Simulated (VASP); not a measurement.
Set up this calculation in VASP 6.6.1, as the native input.

* Task: relaxation of cell and atoms
* Functional: LDA
* Potentials or basis: VASP PAW LDA potentials, release 64 (Cs_sv, Sn_d, I)
* Cutoff: 600 eV
* k mesh: 6 × 6 × 6
* Occupations: gaussian, width 0.03 eV
* Spin: no spin polarisation
* Further INCAR settings: ALGO = Normal; EDIFF = 1e-07; IBRION = 2; EDIFFG = -0.005; NSW = 90; ISIF = 3

The structure of Cs2SnI6 lies in POSCAR:

```
Cs2SnI6                                 
1.0
    0.0000000000      5.6480890754      5.6480890754
    5.6480890754      0.0000000000      5.6480890754
    5.6480890754      5.6480890754     -0.0000000000
  Cs              Sn              I             
     2     1     6
Direct
     0.2500000000000000    0.2500000000000000    0.2500000000000000
     0.7500000000000000    0.7500000000000000    0.7500000000000000
     0.0000000000000000    0.0000000000000000    0.0000000000000000
     0.7479410438730387    0.2520589561269613    0.2520589561269613
     0.2520589561269613    0.7479410438730387    0.2520589561269613
     0.2520589561269613    0.7479410438730387    0.7479410438730387
     0.7479410438730387    0.2520589561269613    0.7479410438730387
     0.2520589561269613    0.2520589561269613    0.7479410438730387
     0.7479410438730387    0.7479410438730387    0.2520589561269613
```

These files were run (other wordings do the same):

INCAR

```
ALGO = Normal
EDIFF = 1E-7
EDIFFG = -0.005
ENCUT = 600
IBRION = 2
ISIF = 3
ISMEAR = 0
KPAR = 2
LASPH = T
LCHARG = F
LREAL = F
LWAVE = F
NELM = 80
NSW = 90
PREC = Accurate
SIGMA = 0.03
```

KPOINTS

```
k-points
0
Gamma
  6 6 6
```

Potentials or basis: VASP PAW LDA potentials, release 64 (Cs_sv, Sn_d, I).

Command:

```bash
$ cat potpaw_LDA.64/Cs_sv/POTCAR potpaw_LDA.64/Sn_d/POTCAR potpaw_LDA.64/I/POTCAR > POTCAR
$ mpirun -np 2 vasp_std > vasp.out
```

It gave:

| Quantity | Value |
| --- | --- |
| Relaxed volume | 40.03 Å³/atom |
| Relaxed cell | a = 7.987 Å, b = 7.987 Å, c = 7.987 Å, α = 60.00°, β = 60.00°, γ = 60.00° |
| Space group after relaxing (to 0.05 Å) | Fm-3m (No. 225) |
| Energy gained by relaxing | 0.0 meV/atom |
| Ionic steps | 2 |
| Pressure after relaxing | 0.0 GPa |
| Largest force after relaxing | 0.004 eV/Å |
| Band gap on the k mesh | none (metal or under the smearing width) |

Run time: 3.1 min on 2 MPI ranks on Intel(R) Xeon(R) Platinum 8488C (Sapphire Rapids) (shared host), peak memory 0.6 GiB a rank.
